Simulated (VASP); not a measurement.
Here is a VASP 6.6.1 calculation.

The input INCAR:

```
PREC = Accurate
ENCUT = 600
EDIFF = 1E-7
ISMEAR = 0
SIGMA = 0.03
LREAL = False
LASPH = True
NELM = 80
ALGO = Normal
ISIF = 3
LWAVE = False
LCHARG = False
GGA = PE
IVDW = 12
IBRION = 2
NSW = 90
EDIFFG = -0.005
```

The input KPOINTS:

```
regular mesh
0
Gamma
  9 9 2
```

Contents of POSCAR:

```
MoSe2                                   
1.0
    3.2786638812      0.0000000000     -0.0000000000
   -1.6393319406      2.8394062139      0.0000000000
   -0.0000000000     -0.0000000000     12.7249985784
  Mo              Se            
     2     4
Direct
     0.3333333300000021    0.6666666699999979    0.2500000000000000
     0.6666666699999979    0.3333333300000021    0.7500000000000000
     0.3333333300000021    0.6666666699999979    0.6183308924702399
     0.6666666699999979    0.3333333300000021    0.1183308924702399
     0.3333333300000021    0.6666666699999979    0.8816691075297601
     0.6666666699999979    0.3333333300000021    0.3816691075297601
```

Potentials or basis: VASP PAW PBE potentials, release 64 (Mo_sv, Se).

Command:

```sh
$ cat potpaw_PBE.64/Mo_sv/POTCAR potpaw_PBE.64/Se/POTCAR > POTCAR
$ mpirun -np 1 vasp_std > vasp.out
```

(1) Predict the dispersion energy per atom.

(2) What does it give for the band gap on the k mesh?

## Answers

(1) -0.479 eV.

(2) 0.84 eV, indirect (least direct gap 1.46 eV).

Caveat: the relaxation stopped at its first step, so nothing moved; an odd mesh through Γ misses points on the zone boundary, where band edges often lie.
